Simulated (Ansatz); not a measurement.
Te2Mo: field gradients against cell size

Reference cell: a structure deposited in the COD whose atoms were relaxed with PBE, the cell held.

Space group P6_3/mmc (No. 194); a = 3.5182, c = 13.9736 Å, γ = 120.00°.

```
site  Wyckoff  site symmetry       x       y       z
  Te       4f            3m.  0.3333  0.6667  0.6201
  Mo       2c           -6m2  0.3333  0.6667  0.2500
```

One atom of each set is listed.

All values are calculated (Ansatz; DFT, PBE, plane waves and PAW, scalar-relativistic, 420 eV cutoff, Γ-centred 14×14×3 k-points, Fermi–Dirac smearing 0.02 eV), not measured.

The cell is scaled uniformly, and the ions relax again at each size.

(1) How do the gradients (10²¹ V/m²) respond?

Without spin–orbit coupling the gradients at and beside Te can be off by some per cent, at some sites by more.

Answers

(1) 

```
V/V₀    Te V_zz (η)   Mo V_zz (η)
0.94  -17.21 (0.00)  -5.31 (0.00)
0.96  -17.55 (0.00)  -5.69 (0.00)
0.98  -17.82 (0.00)  -6.03 (0.00)
1.00  -18.13 (0.00)  -6.42 (0.00)
1.02  -18.41 (0.00)  -6.79 (0.00)
1.04  -18.66 (0.00)  -7.14 (0.00)
1.06  -18.88 (0.00)  -7.48 (0.00)
```

Logarithmic slopes d ln|V_zz|/d ln V over the series: Te 0.8, Mo 2.9. Point charges on a uniformly scaled lattice would give −1; atoms that shift within the cell as it changes, and charge that moves in the bonds, make the difference.

No dispersion correction is included, which matters between the layers of this solid.
